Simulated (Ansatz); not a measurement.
BN (started from an entry of an open crystallographic database) was relaxed with 3 functionals in Ansatz, cell and atoms free, the symmetry of the start kept (meshes: PBE-D3(BJ) 12×12×4, r2SCAN+rVV10 12×12×4, PBE-D4 12×12×4). No spin polarisation and no zero-point or thermal motion.

The PBE-D3(BJ) result:
```cif
data_structure
_symmetry_space_group_name_H-M 'P 1'
_symmetry_Int_Tables_number 1
_cell_length_a 2.5064
_cell_length_b 2.5064
_cell_length_c 6.6141
_cell_angle_alpha 90.000
_cell_angle_beta 90.000
_cell_angle_gamma 120.000
_cell_volume 35.98
loop_
_atom_site_label
_atom_site_type_symbol
_atom_site_fract_x
_atom_site_fract_y
_atom_site_fract_z
_atom_site_occupancy
B1 B 0.33333 0.66667 0.25000 1
B2 B 0.66667 0.33333 0.75000 1
N1 N 0.33333 0.66667 0.75000 1
N2 N 0.66667 0.33333 0.25000 1
```

The symmetry is P6_3/mmc (No. 194, hexagonal); conventional cell a = 2.506 Å, c = 6.614 Å, 9.00 Å³ an atom. Around B lie 3 N at 1.45 Å; around N lie 3 B at 1.45 Å.

(1) Order the functionals by the relaxed volume, smallest first.
A. r2SCAN+rVV10
B. PBE-D4
C. PBE-D3(BJ)

(2) What lattice does PBE-D4 give?

(3) How does the cell change with r2SCAN+rVV10?

(4) How do the relaxed cells compare with measured ones?

Answers

(1) A (8.83 Å³/atom), B (8.92 Å³/atom), C (9.00 Å³/atom).

(2) a = 2.507 Å, c = 6.554 Å; the volume differs by -0.9 % from PBE-D3(BJ)'s. Around B lie 3 N at 1.45 Å; around N lie 3 B at 1.45 Å.

(3) a = 2.501 Å, c = 6.524 Å; the volume differs by -1.8 % from PBE-D3(BJ)'s. B is surrounded by 3 N at 1.44 Å; N is surrounded by 3 B at 1.44 Å.

(4)
Comparison with experiment:
- Lattice constant a, measured 2.5069 Å: PBE-D3(BJ) 2.506 (0.0 %), r2SCAN+rVV10 2.501 (-0.3 %), PBE-D4 2.507 (0.0 %). Source: 2.5069 ± 0.0002 Å (a at 300 K; 300 K; synchrotron powder XRD, Le Bail; powder; 300 K value from polynomial fit to temperature-dependent data; “Anisotropic thermo-mechanical response of layered hexagonal boron nitride and black phosphorus: application as a simultaneous pressure and temperature sensor”, 2023, arxiv:2307.07533).
- Lattice constant c, measured 6.6706 Å: PBE-D3(BJ) 6.614 (-0.8 %), r2SCAN+rVV10 6.524 (-2.2 %), PBE-D4 6.554 (-1.7 %). Source: 6.6706 ± 0.0007 Å (c at 300 K; 300 K; synchrotron powder XRD, Le Bail; powder; 300 K value from linear fit to temperature-dependent data; “Anisotropic thermo-mechanical response of layered hexagonal boron nitride and black phosphorus: application as a simultaneous pressure and temperature sensor”, 2023, arxiv:2307.07533).
The calculated lattice is static; the measured one holds thermal expansion and zero-point motion. Reports marked as nanostructured, strained, doped, implanted or mixed samples, and transport gaps, were set aside.
